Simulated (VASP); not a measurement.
A run of VASP 6.6.1 is set up as follows.

The input INCAR:

```
  ALGO = Normal
  EDIFF = 1E-7
  EDIFFG = -0.005
  ENCUT = 600
  IBRION = 2
  ISIF = 3
  ISMEAR = 0
  LASPH = T
  LCHARG = F
  LMIXTAU = T
  LREAL = F
  LWAVE = F
  METAGGA = R2SCAN
  NELM = 80
  NSW = 90
  PREC = Accurate
  SIGMA = 0.03
```

The input KPOINTS:

```
k-points
0
Gamma
  8 8 8
```

Contents of POSCAR:

```
ZnSe                                    
1.0
    0.0000000000      2.8338000000      2.8338000000
    2.8338000000      0.0000000000      2.8338000000
    2.8338000000      2.8338000000      0.0000000000
  Zn              Se            
     1     1
Direct
     0.0000000000000000    0.0000000000000000    0.0000000000000000
     0.2500000000000000    0.2500000000000000    0.2500000000000000
```

Potentials or basis: VASP PAW PBE potentials, release 64 (Zn, Se).

Launch:

```bash
$ cat potpaw_PBE.64/Zn/POTCAR potpaw_PBE.64/Se/POTCAR > POTCAR
$ mpirun -np 1 vasp_std > vasp.out
```

(1) Estimate the band gap on the k mesh.

Answers

(1) 1.87 eV, direct.

Caveat: the relaxation stopped at its first step, so nothing moved.
